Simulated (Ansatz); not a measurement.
The system is MgB2.

```
Mg B
1.0
     3.08500    0.00000    0.00000
    -1.54250    2.67169    0.00000
     0.00000    0.00000    3.52300
Mg B
1 2
Direct
  0.00000 0.00000 0.00000
  0.66667 0.33333 0.50000
  0.33333 0.66667 0.50000
```

- Program: Ansatz 0.2.0
- Task: relaxation of cell and atoms
- Functional: PBEsol
- Dispersion: D4
- Potentials or basis: Ansatz PAW
- Cutoff: 420 eV (not typed: the program's choice for these potentials)
- k mesh: 10 × 10 × 8
- Occupations: fermi-dirac, width 0.05 eV
- Spin: no spin polarisation

At the start: volume 9.68 Å³/atom.

How do energy, volume and symmetry change on relaxing?

It ends after 5 steps and the volume is 9.32 Å³/atom (-3.7 %); space group P6/mmm (No. 191, to 0.05 Å).

The path:
```csv
step,energy change (eV),largest force (eV/Å),volume (Å³)
1,0.0000,0.0000,29.04
2,-0.0177,0.0000,28.27
3,-0.0198,0.0000,27.94
4,-0.0198,0.0000,27.95
5,-0.0188,0.0000,27.95
```

Final structure:
```
CELL_PARAMETERS angstrom
3.05847 0.00000 0.00000
-1.52924 2.64871 0.00000
0.00000 0.00000 3.45068
ATOMIC_POSITIONS crystal
Mg 0.00000 0.00000 0.00000
B 0.66667 0.33333 0.50000
B 0.33333 0.66667 0.50000
```

Caveat: the plane-wave basis is chosen anew once the cell has moved, so the energies of steps on either side of that aren't comparable; pairwise dispersion overbinds metals, which lowers pressure and volume; the PAW data sets come from PBE, with cores solved anew for the run's functional, which leaves a small shift of forces and pressure.
